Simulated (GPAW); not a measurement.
# A GW chain in GPAW: RbBr (Fm-3m), part 2 of 2

How does a plane-wave GW calculation on RbBr (Fm-3m) run from the first input to the gap?

GPAW 26.7.0; PBE and many-body steps on it, plane waves. Known limits of the many-body steps: not at the basis limit; no spin-orbit coupling.

So far. Step 3 (Bands along the symmetry lines): The gap is 4.368 eV, as in the run before at this level. Step 4 (Empty states on the mesh, 4×4×4 mesh, 1206 bands): On this mesh the gap is 4.368 eV.

The database entry behind the starting cell differs from later determinations by our own check (about 0.5 % short), so it need not match the best structure at ambient conditions.

### 5. Screening and self-energy, 4×4×4 mesh, 196 bands, screening to 105 eV

G0W0 replaces the xc potential by the self-energy, built once from these orbitals. Only a window of levels is corrected, while the sums run over the empty bands that the input names.

This step: G0W0 on PBE, plane waves, PAW.

Contents of run.py:

```python
import json
import numpy as np
from gpaw.mpi import world
from gpaw.response.g0w0 import G0W0

gw = G0W0('full.gpw',
    filename='gw',
    kpts=[0],
    bands=(6, 10),
    ecut=105,
    nbands=196,
    integrate_gamma='WS',
    ppa=True)
gw.calculate()
res = {mode: {k: v for k, v in r.items() if k != 'sigma_eskwn'}
       for mode, r in gw.all_results.items()}

if world.rank == 0:
    with open('result.json', 'w') as f:
        json.dump(res, f, default=lambda x: x.tolist())
```

Run with:

```sh
mpirun -n 8 gpaw python run.py
```

Numbers of over 12 decimals in the logs are rounded to 6 here.

The program printed:

```text
Using integrator: PointIntegrator
FrequencyGridDescriptor(from 0.000+0.000j to 0.000+27.211j eV, 2 points)
Nonperiodic BCs:  [False False False]
Using integrator: PointIntegrator
FrequencyGridDescriptor(from 0.000+0.000j to 0.000+27.211j eV, 2 points)
Nonperiodic BCs:  [False False False]
  ___  _ _ _
 |   || | | |
 | | || | | |
 |__ ||_____|
 |___|

BZ k-points: Symmetries present (total): 48

  [... matrices ...]
64 k-points: 4 x 4 x 4 Monkhorst-Pack grid + [1/8,1/8,1/8]
8 k-points in the irreducible part of the Brillouin zone
       k-points in crystal coordinates                weights
   0:     0.00000000    0.00000000    0.00000000          1/64
   1:     0.25000000    0.25000000    0.00000000          6/64
   2:     0.25000000    0.25000000    0.25000000          8/64
   3:     0.50000000    0.25000000   -0.25000000          6/64
   4:     0.50000000    0.25000000    0.25000000         12/64
   5:     0.50000000    0.50000000    0.00000000          3/64
   6:     0.50000000    0.50000000    0.25000000         24/64
   7:     0.50000000    0.50000000    0.50000000          4/64

Distributing spins, k-points and bands (1 x 1 x 4) over 8 processes
Number of blocks: 1

Quasi particle states:
k-points (IBZ indices): [0]
Band range: (6, 10)
  [... matrices ...]
Computational parameters:
Plane wave cut-off: 105 eV
Number of bands: 196
Coulomb cutoff: None
Broadening: 0.1 eV

fxc modes: GW
Kernel: RPA
Using Godby-Needs plasmon-pole approximation:
  Fitting energy: i*E0, E0 = 1.000 Hartree
Summing all q:

Calculating screened Coulomb potential
No Coulomb truncation
FrequencyGridDescriptor(from 0.000+0.000j to 0.000+27.211j eV, 2 points)
Removing empty qpoint cache files...

Calculating chi0 body with:
    Ground state adapter containing:
    Number of spins: 1
    Number of kpoints: 64
    Number of irreducible kpoints: 8
    Number of completely occupied states: 8
    Number of partially occupied states: 8
    Occupied states memory: 1.6875 M / cpu

    Linear response parametrization:
    q_c: [0.0, 0.0, 0.0]
    Number of frequency points: 2
    Planewave cutoff: 105.0
    Number of bands: 196
    Number of planewaves: 181
    Broadening (eta): 1e-06
    comm.size: 8
    kncomm.size: 8
    blockcomm.size: 1

    Memory estimate of potentially large arrays:
        chi0_wGG: 0.999786 M / cpu
Integrating chi0 body.

Symmetries of q_c:
    Direct symmetries (Uq -> q): 48
    Indirect symmetries (TUq -> q): 0
In total 48 allowed symmetries.

  [... matrices ...]
8 groups of equivalent kpoints. 87.5% reduction.

Integral kind: response function
Integrating chi0 head and wings.

Symmetries of q_c:
    Direct symmetries (Uq -> q): 48
    Indirect symmetries (TUq -> q): 0
In total 48 allowed symmetries.

  [... matrices ...]
8 groups of equivalent kpoints. 87.5% reduction.

Integral kind: response function wings

Calculating chi0 body with:
    Ground state adapter containing:
    Number of spins: 1
    Number of kpoints: 64
    Number of irreducible kpoints: 8
    Number of completely occupied states: 8
    Number of partially occupied states: 8
    Occupied states memory: 1.6875 M / cpu

    Linear response parametrization:
[... the further q-points ...]

Results:
f:      Occupation numbers
eps:     KS-eigenvalues [eV]
vxc:     KS vxc [eV]
exx:     Exact exchange [eV]
sigma:   Self-energies [eV]
dsigma:  Self-energy derivatives
Z:       Renormalization factors
qp:      QP-energies [eV]

k-point 0 (0): (0.000, 0.000, 0.000)                GW
band       f     eps     vxc     exx   sigma  dsigma       Z      qp
                                                                   GW
   6   1.000  -0.082 -15.451 -19.335   1.653  -0.217   0.821  -1.915
   7   1.000  -0.082 -15.451 -19.335   1.653  -0.217   0.821  -1.915
   8   0.000   4.286  -7.670  -4.190  -2.831  -0.142   0.876   4.854
   9   0.000   7.203  -7.950  -3.803  -2.956  -0.146   0.873   8.242
```

Wall time 32 s (8 MPI ranks of Arm Neoverse V2, shared host); peak memory 2.3 GiB.

This step gave:

```
G0W0 gap on the points computed              : 6.770 eV
least direct G0W0 gap on the computed points : 6.770 eV
Z at the valence top                         : 0.8214
Z at the conduction bottom                   : 0.8757
starting gap on the mesh                     : 4.368 eV
k of the valence top                         : 0, 0, 0
k of the conduction bottom                   : 0, 0, 0
```

The gap on the mesh goes from 4.37 eV to 6.77 eV, a correction of +2.40 eV.

Limits: finite bands, cutoff and mesh; no spin-orbit coupling. v1 is the top filled band, c1 the lowest empty one. Levels before and after the correction, in eV, zero at the valence-band top of each column:

```
           conduction bottom  valence top
Kohn-Sham               4.37         0.00
     G0W0               6.77         0.00
```

```
             level  energy (eV)
Kohn-Sham  Γ v2-v1        0.000
Kohn-Sham     Γ c1        4.368
Kohn-Sham     Γ c2        7.285
     G0W0  Γ v2-v1        0.000
     G0W0     Γ c1        6.770
     G0W0     Γ c2       10.157
```

### 6. Where the time went

Times are wall times on 8 MPI ranks of Arm Neoverse V2, shared host, good to a factor of about two.

```
                          step   time  share  memory (GiB)
                  ground state  3.9 s    8 %           1.2
bands along the symmetry lines  4.9 s   10 %           1.3
      empty states on the mesh   10 s   20 %           3.0
     screening and self-energy   32 s   63 %           2.3
```

### 7. Summary of results

| Property | Result |
| --- | --- |
| PBE gap | 4.37 eV, direct |
| G0W0 gap on the mesh | 6.77 eV |
| GW settings | 4×4×4 mesh, 196 bands, screening to 105 eV, Godby-Needs plasmon pole |
| known limits | not at the basis limit; no spin-orbit coupling |

What this shows: G0W0 moves the gap on the mesh from 4.37 eV to 6.77 eV (+2.40 eV), with Z of 0.82 and 0.88 at the edges. Only 1 of the mesh's irreducible points was corrected, so a valley elsewhere could overtake. The dearest step here is «screening and self-energy». Bands and cutoff are finite, so the gap is not at the basis limit. The miss can reach some tenths of an eV and take either sign; the mesh is an error of its own. These stock PAW sets were not made for GW; the filled d or f shell of Br lies in the frozen core, which bears on start and correction. In the G0W0 run levels were corrected at 1 k point alone, so a gap called «on the mesh» is the least over those, and an edge elsewhere would be missed. The many-body steps are scalar-relativistic: spin-orbit coupling is not in them.

[Paths, hosts, dates, memory and timing lines, banners, echoed tables and standing remarks are left out of the program output.]

[Logs are printed without paths, hosts, clocks, repeated set-up lines and the standing remarks that a program may print on its own settings, such as how far it seeks lower states.]

[Runs of the session that timed out or met a known fault of the program may be left out.]

[Hosts, paths, dates, database ids (printed as entryN), source tags and the programs' standing remarks are cut or masked in the printed files.]
